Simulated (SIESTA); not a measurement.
A run of SIESTA 5.4.2:

run.py

```python
from ase import Atoms
from ase.calculators.siesta import Siesta
from ase.units import Ry, GPa

atoms = Atoms(
    ['Pb', 'Te'],
    cell=[
        [0.0, 3.231, 3.231],
        [3.231, 0.0, 3.231],
        [3.231, 3.231, 0.0],
    ],
    scaled_positions=[
        [0.0, 0.0, 0.0],
        [0.5, 0.5, 0.5],
    ],
    pbc=True,
)

fdf = {
    'SCFMustConverge': False,
    'OccupationFunction': 'FD',
    'ElectronicTemperature': '0.05 eV',
    'MaxSCFIterations': '120',
    'SCF.Mixer.Method': 'Pulay',
    'SCF.Mixer.Weight': '0.25',
    'SCF.Mixer.History': '8',
    'SCF.DM.Tolerance': '5.0e-05',
    'SCF.H.Tolerance': '1.0e-03 eV',
    'WriteForces': 'true',
    'Charge.Mulliken': 'end',
    'Charge.Hirshfeld': 'end',
    'Charge.Voronoi': 'end',
    'SaveRho': 'true',
    'SaveElectrostaticPotential': 'true',
    'BandLinesScale': 'ReciprocalLatticeVectors',
    'BandLines': ['  1    0.000000   0.000000   0.000000  \\Gamma', ' 12    0.500000   0.000000   0.500000  X', '  6    0.500000   0.250000   0.750000  W', '  4    0.375000   0.375000   0.750000  K', ' 13    0.000000   0.000000   0.000000  \\Gamma', ' 11    0.500000   0.500000   0.500000  L', '  8    0.625000   0.250000   0.625000  U', '  4    0.500000   0.250000   0.750000  W', '  9    0.500000   0.500000   0.500000  L', '  8    0.375000   0.375000   0.750000  K', '  1    0.625000   0.250000   0.625000  U', '  4    0.500000   0.000000   0.500000  X'],
    'PAO.Basis': ['Pb.1 4', 'n=6 0 2', '  6.142 0.000', 'n=6 1 2', '  8.844 0.000', 'n=5 2 2', '  4.164 0.000', 'n=6 2 1', '  8.844', 'Te.2 4', 'n=5 0 2', '  5.613 0.000', 'n=5 1 2', '  7.253 0.000', 'n=4 2 2', '  3.267 0.000', 'n=5 2 1', '  7.253'],
}
calc = Siesta(
    label="TePb",
    command="siesta < PREFIX.fdf > PREFIX.out",
    pseudo_path="pseudos",
    pseudo_qualifier="",
    xc=('GGA', 'AM05'),
    basis_set="DZP",
    mesh_cutoff=500 * Ry,
    energy_shift=0.003 * Ry,
    kpts=[7, 7, 7],
    spin="non-polarized",
    fdf_arguments=fdf,
)
atoms.calc = calc

print(f"energy = {atoms.get_potential_energy():.6f} eV")
free = atoms.get_potential_energy(force_consistent=True)
print(f"free energy = {free:.6f} eV")
print("forces (eV/A):")
print(atoms.get_forces(apply_constraint=False).round(6))
print("stress (GPa, Voigt order, tension positive):", (atoms.get_stress() / GPa).round(4))
```

Potentials or basis: PseudoDojo 0.4 standard (PBEsol files), DZP (energy shift 0.003 Ry; two zetas on semicore shells).

Command:

```sh
$ python run.py
```

Hardware: 1 thread of Intel(R) Xeon(R) Platinum 8488C (Sapphire Rapids), with other jobs on the host.

Estimate the wall time of this run.

Run time: 36 s on 1 thread of Intel(R) Xeon(R) Platinum 8488C (Sapphire Rapids), on a shared host, peak memory 0.28 GiB. Counts: scf iterations 9, k points 172, bands 46.
